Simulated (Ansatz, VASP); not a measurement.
# HgTe in VASP and in Ansatz

The input INCAR:

```
PREC = Accurate ; ENCUT = 520
EDIFF = 1E-7 ; ISMEAR = 0
SIGMA = 0.15 ; LREAL = False
LASPH = True ; NELM = 60
ALGO = Normal ; ISIF = 2
LWAVE = False ; LCHARG = False
GGA = PS ; NBANDS = 16
```

The input KPOINTS:

```
Automatic mesh
0
Gamma
  16 16 16
```

The input POSCAR:

```
HgTe
1.0
    0.0000000000      3.2558862270      3.2558862270
    3.2558862270      0.0000000000      3.2558862270
    3.2558862270      3.2558862270      0.0000000000
Hg Te
1 1
Direct
    0.0000000000      0.0000000000      0.0000000000
    0.7500000000      0.7500000000      0.7500000000
```

Input for Ansatz:

```yaml
crystal:
  lattice:
    - [0.0, 3.2558862265, 3.2558862265]
    - [3.2558862265, 0.0, 3.2558862265]
    - [3.2558862265, 3.2558862265, 0.0]
  atoms:
    - { symbol: Hg, position: [0.0, 0.0, 0.0] }
    - { symbol: Te, position: [0.75, 0.75, 0.75] }
basis:
  ecutwfc: 420
kpoints:
  mp_grid: { grid: [16, 16, 16] }
hamiltonian:
  xc: pbesol
scf:
  occupations: { method: gaussian, width: 0.15 }
output:
  forces: true
  stress: true
  eigenvalues: true
  write_density: true
  write_potential: true
  elf: true
  volumetric_format: npy
```

Alike in both runs: task single point; functional PBEsol; k mesh 16 × 16 × 16; occupations gaussian, width 0.15 eV; no spin polarisation.

```csv
,VASP,Ansatz
version,VASP 6.6.1,Ansatz 0.2.0
potentials or method,"VASP PAW PBE potentials, release 64 (Hg, Te)","scalar-relativistic, plane waves, PAW"
plane-wave cutoff (eV),520,420
valence electrons in the cell,18,36
```

Ansatz gave:

```
gap on the k mesh at the Fermi level (eV) : none
pressure (GPa)                            : 0.0
```

Question: Estimate VASP's values.

Answer: gap on the k mesh at the Fermi level (eV): none; pressure (GPa): 0.1.

A gap of «none» marks a metal or a gap that the smearing closes. The functional is the same, so the differences come from potentials, cutoffs and numerics. The two sets of potentials don't hold the same shells in valence.

Caveats: the PAW data sets were made with another functional, which shifts forces and pressure a little (VASP). The runs have no spin-orbit coupling, so splittings on Hg, Te are missing.
